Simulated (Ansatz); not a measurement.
**Lattice dynamics of (ZnS)3(MgS)1 [0001] superlattice, started as wurtzite**

The cell of (ZnS)3(MgS)1 [0001] superlattice, started as wurtzite is at rest. What are its phonons?

Calculated with Ansatz 0.2.0; DFT PBE, scalar-relativistic, plane waves, PAW.

The structure was built from a prototype and need not be the compound's stable phase.

**1. The structure**

Symmetry: P3m1, No. 156, trigonal system. Conventional cell: a = 3.891 Å, b = 3.891 Å, c = 12.756 Å, α = 90.00°, β = 90.00°, γ = 120.00°. Mg has 4 S at 2.41 to 2.48 Å nearest. S has 4 Zn at 2.36 to 2.37 Å nearest. Nearest to S lie 4 Zn at 2.36 to 2.37 Å. Nearest to S lie 1 Zn at 2.36 Å and 3 Mg at 2.41 Å. Nearest to S lie 3 Zn at 2.38 Å and 1 Mg at 2.48 Å. Nearest to Zn lie 4 S at 2.36 to 2.38 Å. Farther neighbours and most contacts between anions are not listed.

**2. Linear response at the zone centre**

The cell comes from relaxations at this level that are not shown. The zone centre is the only wavevector solved here; it holds the modes that light can see, as far as symmetry allows. The response to a homogeneous field gives the Born charges and the dielectric tensor, and its change with displacement the Raman tensors.

Contents of input.yaml:

```yaml
crystal:
  lattice:
    - [3.8907553186, 0.0, 0.0]
    - [-1.9453776593, 3.3694929458, 0.0]
    - [0.0, 0.0, 12.7558026858]
  atoms:
    - { symbol: Mg, position: [0.6666666667, 0.3333333333, 0.7496537288] }
    - { symbol: S, position: [0.3333333333, 0.6666666667, 0.190042022] }
    - { symbol: S, position: [0.6666666667, 0.3333333333, 0.4354736052] }
    - { symbol: S, position: [0.3333333333, 0.6666666667, 0.6804206358] }
    - { symbol: S, position: [0.6666666667, 0.3333333333, 0.9437444346] }
    - { symbol: Zn, position: [0.3333333333, 0.6666666667, 0.004872403] }
    - { symbol: Zn, position: [0.6666666667, 0.3333333333, 0.2501177634] }
    - { symbol: Zn, position: [0.3333333333, 0.6666666667, 0.4956754074] }
kpoints:
  mp_grid: { grid: [9, 9, 2] }
hamiltonian:
  xc: pbe
scf:
  occupations: { method: fixed }
output:
  eigenvalues: true
phonons:
  method: dfpt
  dielectric: true
  rigid_motions: translations
  raman: true
```

On the command line:

```
> ansatz run input.yaml --threads 8 --pin off --max-ram 14336MiB --backend cpu --events-out ev --progress --plain --runs-dir out
```

Numbers of over 12 decimals in the logs are rounded to 6 here.

What it wrote:

```text
Engine: ansatz 0.2.0, x86_64-unknown-linux-gnu
Pseudopotentials: kind: paw
Pseudopotential: Mg, paw, valence charge 10, recommended cutoff 420 eV (normal), Mg.paw.azcp
Pseudopotential: S, paw, valence charge 6, recommended cutoff 420 eV (normal), S.paw.azcp
Pseudopotential: Zn, paw, valence charge 12, recommended cutoff 420 eV (normal), Zn.paw.azcp
Functional definition: PBE
  parameter kappa = 0.804
  parameter beta = 0.066725
  exchange = pbe_x(kappa = kappa, mu = beta*pi^2/3)
  correlation = pbe_c(beta = beta)
Crystal: 8 atoms, lattice volume = 167.227 Å³
Basis set: ecut = 420 eV, 3319 PW (Γ), exchange–correlation on 54×54×180 points (8 copies of the dense FFT grid, shifted against one another)
Bands: 43, of which v1, the nominal top of the filled ones, is band 35 counted from 1 (34 counted from 0)
Symmetry: 6 space group operations
k-points: 50 of 162 (irreducible under 2 space group operations, time reversal used)
Non-local potential: Mg, projectors of the file, l = 0: 3, l = 1: 2, l = 2: 1
Non-local potential: S, projectors of the file, l = 0: 2, l = 1: 2, l = 2: 2
Non-local potential: Zn, projectors of the file, l = 0: 2, l = 1: 2, l = 2: 3, l = 3: 1
PAW form: soft (Blöchl's): semilocal exchange-correlation on the pseudo side does not see the compensation charge
PAW one-centre angular grid: Mg, 110 points (default); XC on 64 Gauss nodes
PAW one-centre angular grid: S, 110 points (default); XC on 64 Gauss nodes
PAW one-centre angular grid: Zn, 590 points (default); XC on 64 Gauss nodes
Initial density: superposition of atomic densities (neutral atoms: chi_scale 0, normalization atom), corrected by the library's trained network
Initial wavefunctions: pseudopotential atomic-orbital guess
Functional: x = pbe(κ = 0.804, μ = 0.219515), c = pbe(β = 0.066725)
SCF iter   1: F=—  HF=-15496.840031 eV  |F-HF|=—  |Δ(HF+E_count)|=         —  Δρ=6.33e-4  dr2=1.61e-3  ethr=1.77e-3  ⟨swp⟩=4.6  Hψ=8082  notcnv=0  defer=247
preconditioner: auto → Resta (q_TF=auto, 2.360 Å⁻¹)  ε∞=5.7  [insulator: Δε(μ)=2.207 eV  Ē_g=10.429 eV  n_scr=38 (ndim 8)  ℏωp=22.6 eV  f_vac=0.042  ε∞_Penn≈5.7]
SCF iter   2: F=—  HF=-15496.839265 eV  |F-HF|=—  |Δ(HF+E_count)|=   7.67e-4  Δρ=3.59e-4  dr2=4.51e-4  ethr=2.30e-6  ⟨swp⟩=2.1  Hψ=4411  notcnv=0  defer=300
SCF iter   3: F=—  HF=-15496.839344 eV  |F-HF|=—  |Δ(HF+E_count)|=   7.98e-5  Δρ=1.40e-4  dr2=5.55e-5  ethr=6.44e-7  ⟨swp⟩=2.0  Hψ=3860  notcnv=0  defer=299
SCF iter   4: F=—  HF=-15496.839348 eV  |F-HF|=—  |Δ(HF+E_count)|=   3.51e-6  Δρ=6.88e-5  dr2=1.66e-5  ethr=7.93e-8  ⟨swp⟩=2.0  Hψ=3703  notcnv=0  defer=224
SCF iter   5: F=—  HF=-15496.839351 eV  |F-HF|=—  |Δ(HF+E_count)|=   2.88e-6  Δρ=8.88e-5  dr2=8.45e-6  ethr=2.38e-8  ⟨swp⟩=2.0  Hψ=3765  notcnv=0  defer=173
SCF iter   6: F=—  HF=-15496.839349 eV  |F-HF|=—  |Δ(HF+E_count)|=   2.11e-6  Δρ=1.60e-5  dr2=5.87e-7  ethr=1.21e-8  ⟨swp⟩=2.0  Hψ=3357  notcnv=0  defer=151
SCF iter   7: F=—  HF=-15496.839348 eV  |F-HF|=—  |Δ(HF+E_count)|=   6.29e-7  Δρ=3.67e-6  dr2=4.02e-8  ethr=8.39e-10  ⟨swp⟩=2.0  Hψ=3761  notcnv=0  defer=143
SCF iter   8: F=—  HF=-15496.839348 eV  |F-HF|=—  |Δ(HF+E_count)|=   3.35e-8  Δρ=1.67e-6  dr2=4.75e-9  ethr=5.74e-11  ⟨swp⟩=2.0  Hψ=3494  notcnv=0  defer=143
SCF iter   9: F=—  HF=-15496.839348 eV  |F-HF|=—  |Δ(HF+E_count)|=   5.49e-9  Δρ=2.17e-6  dr2=4.48e-9  ethr=6.79e-12  ⟨swp⟩=2.0  Hψ=3454  notcnv=0  defer=143
SCF iter  10: F=—  HF=-15496.839348 eV  |F-HF|=—  |Δ(HF+E_count)|=   2.61e-9  Δρ=2.61e-7  dr2=1.21e-10  ethr=6.40e-12  ⟨swp⟩=2.0  Hψ=3365  notcnv=0  defer=143
SCF iter  11: F=-15496.839348 eV  HF=-15496.839348 eV  |F-HF|=1.82e-11  |Δ(HF+E_count)|=  2.18e-10  Δρ=9.02e-8  dr2=1.66e-11  ethr=1.00e-12  ⟨swp⟩=14.2  Hψ=14169  notcnv=0
SCF 1 converged in 11 iterations: F = -15496.839348 eV  dr2 = 1.66e-11
[...]
NSCF: frozen V_eff on 4 k-points
[...]
--- Phonons (Γ-DFPT): 16 representative perturbations + reference, on 50 of 162 k-points (Σ response iterations 58) ---
  k mesh reduced under 2 symmetry operations, with k and −k counted as one. Each operation leaves every solved perturbation unchanged. A smaller set is not considered because the run solves the response to a homogeneous field
  ASR residual: 1.721e-4 → 0.000e0 eV/Å²; symmetrization residual: 2.357e-5 eV/Å²
  ASR residual per site (eV/Å²): 1.72e-4 1.58e-5 3.56e-5 8.87e-5 1.19e-4 9.09e-6 8.76e-6 2.36e-5
  Γ frequencies (cm⁻¹): 0.00 0.00 0.00 51.89 51.89 61.58 61.58 73.77 73.77 129.77 150.55 212.84 245.91 245.91 253.79 253.79 256.92 256.92 273.52 312.47 320.02 356.35 356.35 373.90
  ε∞ (high-frequency dielectric tensor):
        5.397547     0.000000     0.000000
        0.000000     5.397547     0.000000
        0.000000     0.000000     5.351045
  ε⁰ (static dielectric tensor: ions relaxed, cell fixed):
        8.665609    -0.000000     0.000000
       -0.000000     8.665609    -0.000000
        0.000000    -0.000000     8.794119
  ε⁰ − ε∞ (ionic part):
        3.268063    -0.000000     0.000000
       -0.000000     3.268063    -0.000000
        0.000000    -0.000000     3.443074
  softest optical mode at Γ: 51.89 cm⁻¹; the repairs (sum rule, projections) moved no ω² at Γ by more than (2.87 cm⁻¹)²
  Born effective charges Z* (e; rows j = field, columns β = displacement):
    site 0:
         1.80641    0.00000    0.00000
        -0.00000    1.80641   -0.00000
         0.00000   -0.00000    2.35509
    site 1:
        -2.00063   -0.00000   -0.00000
        -0.00000   -2.00063    0.00000
[...]
site 2:
[...]
site 3:
[...]
site 4:
[...]
site 5:
[...]
site 6:
[...]
-0.00000    2.00529   -0.00000
         0.00000   -0.00000    1.88554
    site 7:
         2.03596   -0.00000   -0.00000
         0.00000    2.03596    0.00000
         0.00000    0.00000    1.94585
  Z* charge neutrality: 2.376e-2 e pre-enforcement
  solved inside a basis spanned on kpoints, on 12×12×4 k-points transformed towards the longest dipole: ε∞ is read to err by 3.1e-2, Z* by 2.0e-2 e (field_mesh: kpoints solves on kpoints); Z* is corrected for what the basis lacks
  Raman tensors (in the event stream and the table raman_tensors.tsv): an entry may err by 3.9e-1 Å², one of the second-order susceptibility by 2.1e0 pm/V (basis, points and sum rule); their sum over the sites missed zero by 5.571e-3 Å² ahead of its enforcement
  optical modes at Γ without the LO–TO term, one row a degenerate level:
      ω (cm⁻¹)  modes    IR ((D/Å)²/amu)  static Raman (Å⁴/amu)  depolarisation
         51.89      2             0.0076                 1.0756           0.750
         61.58      2             0.0024                 0.1953           0.750
         73.77      2             0.0099                 1.2657           0.750
        129.77      1             0.0042                 0.8307           0.171
        150.55      1             0.0386                 0.2647           0.058
        212.84      1             1.5420                 3.3876           0.007
        245.91      2            11.7833                 2.7618           0.750
        253.79      2            14.5573                 3.4172           0.750
        256.92      2             0.0033                 5.8728           0.750
        273.52      1            15.0284                 0.9382           0.544
        312.47      1             0.0107                 3.7180           0.076
        320.02      1             0.0016                 1.3603           0.023
        356.35      2            10.9588                 3.3006           0.750
        373.90      1             4.6070                 5.6897           0.137
  optical modes at Γ + LO–TO along q̂ = [1.0000, 0.0000, 0.0000]:
      ω (cm⁻¹)  modes    IR ((D/Å)²/amu)  static Raman (Å⁴/amu)  depolarisation
[...]
optical modes at Γ + LO–TO along q̂ = [0.0000, 1.0000, 0.0000]:
      ω (cm⁻¹)  modes    IR ((D/Å)²/amu)  static Raman (Å⁴/amu)  depolarisation
[...]
optical modes at Γ + LO–TO along q̂ = [0.0000, 0.0000, 1.0000]:
      ω (cm⁻¹)  modes    IR ((D/Å)²/amu)  static Raman (Å⁴/amu)  depolarisation
[...]
312.36      1             0.0715                 3.5331           0.121
        319.95      1             0.2501                 0.6926           0.003
        322.22      1             7.6772                 6.9741           0.318
        356.35      2            10.9588                 3.3006           0.750
        399.89      1            12.9613                 4.6140           0.241
[key lines of the parts left out:]
SCF converged after 11 iterations
Free energy (F): -15496.839348 eV
Fermi energy:    4.883629 eV
```

Elapsed: 8.6 min, on 8 threads of Intel Xeon Platinum 8559C (Emerald Rapids), shared host; peak memory 4.7 GiB; 58 min of CPU time.

This step gave:

```yaml
gap_on_the_k_mesh: 2.221 eV
volume_per_atom: 20.90 Å³
sum_rule_residual_before_enforcement: 1.72e-4 eV/Å²
miss_of_the_charge_sum_rule: 0.02376 e
estimated_error_of_the_dielectric_tensor: 0.03131
estimated_error_of_the_born_charges: 0.02035 e
point_group: 3m
highest_optical_mode_at_the_zone_centre_no_lo_to_term: 373.9 cm⁻¹
lowest_optical_zone_centre_mode: 51.89 cm⁻¹
mean_high_frequency_dielectric_constant: 5.382
largest_born_charge_third_of_the_trace: -2.090 e
mean_static_dielectric_constant: 8.708
top_of_the_zone_centre_spectrum_with_the_field: 399.9 cm⁻¹
```

Without the LO-TO term. Patterns of degenerate modes are one choice out of their space. The modes at Γ (shares of kinetic energy by element, %):

| mode | frequency (cm⁻¹) | symmetry | Mg % | S % | Zn % |
| --- | --- | --- | --- | --- | --- |
| 1 | 0.0 | acoustic | 7 | 37 | 56 |
| 2 | 0.0 | acoustic | 7 | 37 | 56 |
| 3 | 0.0 | acoustic | 7 | 37 | 56 |
| 4 | 51.9 | E | 2 | 30 | 68 |
| 5 | 51.9 | E | 2 | 30 | 68 |
| 6 | 61.6 | E | 12 | 35 | 53 |
| 7 | 61.6 | E | 12 | 35 | 53 |
| 8 | 73.8 | E | 23 | 40 | 37 |
| 9 | 73.8 | E | 23 | 40 | 37 |
| 10 | 129.8 | A1 | 0 | 22 | 78 |
| 11 | 150.6 | A1 | 9 | 26 | 65 |
| 12 | 212.8 | A1 | 19 | 30 | 51 |
| 13 | 245.9 | E | 0 | 70 | 30 |
| 14 | 245.9 | E | 0 | 70 | 30 |
| 15 | 253.8 | E | 0 | 70 | 30 |
| 16 | 253.8 | E | 0 | 70 | 30 |
| 17 | 256.9 | E | 0 | 75 | 25 |
| 18 | 256.9 | E | 0 | 75 | 25 |
| 19 | 273.5 | A1 | 12 | 66 | 22 |
| 20 | 312.5 | A1 | 2 | 88 | 10 |
| 21 | 320.0 | A1 | 0 | 84 | 16 |
| 22 | 356.4 | E | 56 | 44 | 0 |
| 23 | 356.4 | E | 56 | 44 | 0 |
| 24 | 373.9 | A1 | 51 | 46 | 3 |

Displacements in mode 4 (51.9 cm⁻¹), the largest set to 1:
```
Mg1  0.02 -0.39  0.00
S2  -0.01  0.22  0.00
S3   0.03 -0.84  0.00
S4   0.02 -0.42  0.00
S5  -0.04  0.90  0.00
Zn6 -0.04  1.00  0.00
Zn7 -0.01  0.18  0.00
Zn8  0.04 -0.96  0.00
```

Displacements in mode 21 (320.0 cm⁻¹), the largest set to 1:
```
Mg1  0.00  0.00  0.04
S2   0.00  0.00 -0.99
S3   0.00  0.00  1.00
S4   0.00  0.00  0.14
S5   0.00  0.00 -0.17
Zn6  0.00  0.00  0.34
Zn7  0.00  0.00 -0.11
Zn8  0.00  0.00 -0.23
```

Optical modes at the zone centre, without and with the macroscopic field of the longitudinal modes; each column is sorted by frequency, so a row need not hold one and the same mode. Modes with and without the field, by row:

| rank among optical modes | no field (cm⁻¹) | q along (1, 0, 0) (cm⁻¹) | q along (0, 0, 1) (cm⁻¹) |
| --- | --- | --- | --- |
| 1 | 51.9 | 51.9 | 51.9 |
| 2 | 51.9 | 51.9 | 51.9 |
| 3 | 61.6 | 61.6 | 61.6 |
| 4 | 61.6 | 61.6 | 61.6 |
| 5 | 73.8 | 73.8 | 73.8 |
| 6 | 73.8 | 73.8 | 73.8 |
| 7 | 129.8 | 129.8 | 129.8 |
| 8 | 150.6 | 150.6 | 150.7 |
| 9 | 212.8 | 212.8 | 216.4 |
| 10 | 245.9 | 245.9 | 245.9 |
| 11 | 245.9 | 249.2 | 245.9 |
| 12 | 253.8 | 253.8 | 253.8 |
| 13 | 253.8 | 256.9 | 253.8 |
| 14 | 256.9 | 256.9 | 256.9 |
| 15 | 256.9 | 273.5 | 256.9 |
| 16 | 273.5 | 293.9 | 312.4 |
| 17 | 312.5 | 312.5 | 319.9 |
| 18 | 320 | 320 | 322.2 |
| 19 | 356.4 | 356.4 | 356.4 |
| 20 | 356.4 | 373.9 | 356.4 |
| 21 | 373.9 | 384 | 399.9 |

Born charge (rows field, columns displacement) (e), principal values of the symmetric part by kind of site:

| atom | atoms with these values | low | middle | high | mean |
| --- | --- | --- | --- | --- | --- |
| Mg1 | 1 | 1.81 | 1.81 | 2.36 | 1.99 |
| S2 | 2 | -2.00 | -2.00 | -1.89 | -1.96 |
| S4 | 1 | -2.32 | -1.76 | -1.76 | -1.95 |
| S5 | 1 | -2.11 | -2.11 | -2.05 | -2.09 |
| Zn6 | 2 | 1.96 | 2.03 | 2.03 | 2.01 |
| Zn7 | 1 | 1.89 | 2.01 | 2.01 | 1.97 |

In full for S4:

```
-1.76  0.00  0.00
 0.00 -1.76  0.00
 0.00  0.00 -2.32
```

High-frequency dielectric tensor:

```
5.40 0.00 0.00
0.00 5.40 0.00
0.00 0.00 5.35
```

Static dielectric tensor (ions relaxed, fixed cell):

```
8.67 0.00 0.00
0.00 8.67 0.00
0.00 0.00 8.79
```

Transverse modes. Lines of the infrared spectrum (strongest = 100):

| position (cm⁻¹) | label | relative intensity |
| --- | --- | --- |
| 52 | E | 0.1 |
| 62 | E | 0.0 |
| 74 | E | 0.1 |
| 130 | A1 | 0.0 |
| 151 | A1 | 0.3 |
| 213 | A1 | 10 |
| 246 | E | 78 |
| 254 | E | 97 |
| 257 | E | 0.0 |
| 274 | A1 | 100 |
| 312 | A1 | 0.1 |
| 320 | A1 | 0.0 |
| 356 | E | 73 |
| 374 | A1 | 31 |

Activity x (w_L - w)^4 (n + 1)/w, 532 nm, 300 K; the tensors are static ones, while 532 nm light lies above the computed direct gap, where resonance would change the heights; modes without the macroscopic field alone. Raman lines, with heights relative to the strongest:

| position (cm⁻¹) | label | relative intensity |
| --- | --- | --- |
| 52 | E | 100 |
| 62 | E | 13 |
| 74 | E | 61 |
| 130 | A1 | 14 |
| 151 | A1 | 3.6 |
| 213 | A1 | 26 |
| 246 | E | 17 |
| 254 | E | 19 |
| 257 | E | 33 |
| 274 | A1 | 4.8 |
| 312 | A1 | 15 |
| 320 | A1 | 5.4 |
| 356 | E | 11 |
| 374 | A1 | 18 |

Static second-order susceptibility (pm/V), twice the coefficient d of second-harmonic generation. Second order susceptibility, by row:

| field along | xx | yy | zz | yz | xz | xy |
| --- | --- | --- | --- | --- | --- | --- |
| x | 0 | 0 | 0 | 0 | -9.55 | -6.01 |
| y | -6.01 | 6.01 | 0 | -9.55 | 0 | 0 |
| z | -9.55 | -9.55 | 17.91 | 0 | 0 | 0 |

Before it was imposed, the acoustic sum rule was missed by 1.7e-4 eV/Å² and the charge sum rule by 0.024 e. Small misses are needed for a sound result but don't prove that mesh and cutoff are converged. The lowest optical mode is real, 51.9 cm⁻¹.

The log warns of the k mesh: “the force constants stand on the 9×9×2 k-mesh, whose period is 11.05 times the interband length at k = (0.0000, 0.0000, 0.0000), direct gap 2.221 eV, under 14: take them and everything formed from them as unconverged”.

**3. Another isotope, element Mg, natural mass 24.305 amu**

An isotope changes the mass and not the force constants, so no new electronic calculation is needed; the shifts show which modes move this element.

The same force constants with the mass of Mg changed from 24.305 to 25.983 u (phonopy, no LO-TO term). Both lists are sorted by frequency; levels can cross, so a row need not hold one and the same mode. Modes under 3 cm⁻¹ are left out. Isotope shifts, by row:

| q | rank | natural mass (cm⁻¹) | changed mass (cm⁻¹) |
| --- | --- | --- | --- |
| 0 0 0 | 4 | 51.89 | 51.86 |
| 0 0 0 | 5 | 51.89 | 51.86 |
| 0 0 0 | 6 | 61.58 | 61.31 |
| 0 0 0 | 7 | 61.58 | 61.31 |
| 0 0 0 | 8 | 73.77 | 73.2 |
| 0 0 0 | 9 | 73.77 | 73.2 |
| 0 0 0 | 10 | 129.8 | 129.8 |
| 0 0 0 | 11 | 150.6 | 150.1 |
| 0 0 0 | 12 | 212.8 | 211.5 |
| 0 0 0 | 13 | 245.9 | 245.9 |
| 0 0 0 | 14 | 245.9 | 245.9 |
| 0 0 0 | 15 | 253.8 | 253.8 |
| 0 0 0 | 16 | 253.8 | 253.8 |
| 0 0 0 | 17 | 256.9 | 256.9 |
| 0 0 0 | 18 | 256.9 | 256.9 |
| 0 0 0 | 19 | 273.5 | 272.4 |
| 0 0 0 | 20 | 312.5 | 312.3 |
| 0 0 0 | 21 | 320 | 320 |
| 0 0 0 | 22 | 356.4 | 349.9 |
| 0 0 0 | 23 | 356.4 | 349.9 |
| 0 0 0 | 24 | 373.9 | 367.8 |

A mode of this element alone would shift by -3.28 %. The highest zone-centre frequency without the field goes from 373.9 to 367.8 cm⁻¹ (-1.6 %). The product of the frequency ratios over all optical modes at Γ is 0.911; the product rule, (m/m′)^(3k/2) (M′/M)^(3/2) with k = 1 such atoms and M the mass of the cell, gives 0.911.

**4. Isotope substitution, element S, natural mass 32.06 amu**

The same for S, from 32.06 to 33.97 u.

A mode of this element alone would shift by -2.85 %. The highest zone-centre frequency without the field goes from 373.9 to 369.1 cm⁻¹ (-1.3 %). The product of the frequency ratios over all optical modes at Γ is 0.730; the product rule, (m/m′)^(3k/2) (M′/M)^(3/2) with k = 4 such atoms and M the mass of the cell, gives 0.730.

**5. Another isotope, element Zn, natural mass 65.38 amu**

The same for Zn, from 65.38 to 67.92 u.

A mode of this element alone would shift by -1.89 %. The highest zone-centre frequency without the field goes from 373.9 to 373.7 cm⁻¹ (-0.1 %). The product of the frequency ratios over all optical modes at Γ is 0.870; the product rule, (m/m′)^(3k/2) (M′/M)^(3/2) with k = 3 such atoms and M the mass of the cell, gives 0.870.

**6. Results**

- space group (within 0.01 Å): P3m1
- volume per atom: 20.9 Å³
- gap on the k-mesh: 2.22 eV
- highest optical mode at the zone centre (no LO-TO term): 374 cm⁻¹
- top of the zone-centre spectrum with the field: 400 cm⁻¹
- lowest optical zone-centre mode: 51.9 cm⁻¹
- mean high-frequency dielectric constant: 5.38
- mean static dielectric constant: 8.71
- largest Born charge (third of the trace): -2.09 e
- imaginary modes at Γ (the only wavevector solved): none

What this shows: The structure is stable against zone-centre distortions, since no mode there is imaginary; runs at other wavevectors are not part of this account. Without the field, the optical modes at Γ span 52 to 374 cm⁻¹. The dispersion is not part of this account. With the macroscopic field of the longitudinal modes the top of the zone-centre spectrum lies at 400 cm⁻¹, against 374 cm⁻¹ without it. Lattice motion raises the mean dielectric constant from 5.382 to 8.708. The strongest infrared line is at 274 cm⁻¹. Averaged over orientations, the strongest Raman line at 532 nm and 300 K is at 52 cm⁻¹, among the modes without the field; their longitudinal partners can be Raman active too. The tensors are the static, non-resonant ones, while 532 nm light (2.33 eV) lies above the computed gap. With the field response the log warns that the k mesh is coarse for the force constants too, so the frequencies may not be converged. The starting cell was built on a prototype and not taken from a measurement, so the phase need not exist. These are harmonic frequencies at zero temperature: anharmonic shifts, linewidths and thermal expansion are left out.

[Logs are printed without paths, hosts, clocks, repeated set-up lines and the standing remarks that a program may print on its own settings, such as how far it seeks lower states.]

[Hosts, paths, dates, database ids (printed as entryN), source tags and the programs' standing remarks are cut or masked in the printed files.]
